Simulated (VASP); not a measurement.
Crystal: Ta.

```
Ta
1.0
     2.94168    0.00000    0.00000
    -1.47084    2.54757    0.00000
     0.00000    0.00000    4.80377
Ta
2
Cartesian
  0.0000 1.6984 1.2009
  1.4708 0.8492 3.6028
```

This isn't the form of Ta at room conditions, which is bcc.

- Program: VASP 6.6.1
- Task: relaxation of cell and atoms
- Functional: RPBE
- Potentials or basis: VASP PAW PBE potentials, release 64 (Ta_pv)
- Cutoff: 600 eV
- k mesh: 18 × 18 × 10
- Occupations: gaussian, width 0.1 eV
- Spin: no spin polarisation

At the start: pressure 11.6 GPa; volume 18.00 Å³/atom.

**Question.** Where does the relaxation end?

**Answer.** Over 7 steps the energy falls by 77.1 meV/atom and the volume is 19.06 Å³/atom (+5.9 %); space group P6_3/mmc (No. 194, to 0.05 Å).

Step by step:
| step | energy change (eV) | largest force (eV/Å) | pressure (GPa) | volume (Å³) |
| --- | --- | --- | --- | --- |
| 1 | 0.0000 | 0.0000 | 11.59 | 36.00 |
| 2 | 0.1664 | 0.0000 | -17.94 | 43.16 |
| 3 | -0.1064 | 0.0000 | -2.39 | 38.60 |
| 4 | -0.1535 | 0.0000 | -0.93 | 38.31 |
| 5 | -0.1539 | 0.0000 | -0.77 | 38.29 |
| 6 | -0.1531 | 0.0000 | 1.32 | 37.85 |
| 7 | -0.1543 | 0.0000 | 0.00 | 38.13 |

Final structure:
```
CELL_PARAMETERS angstrom
2.91875 0.00000 0.00000
-1.45937 2.52771 0.00000
0.00000 0.00000 5.16763
ATOMIC_POSITIONS crystal
Ta 0.33333 0.66667 0.25000
Ta 0.66667 0.33333 0.75000
```

Caveat: the PAW data sets were made with another functional, which shifts forces and pressure a little.
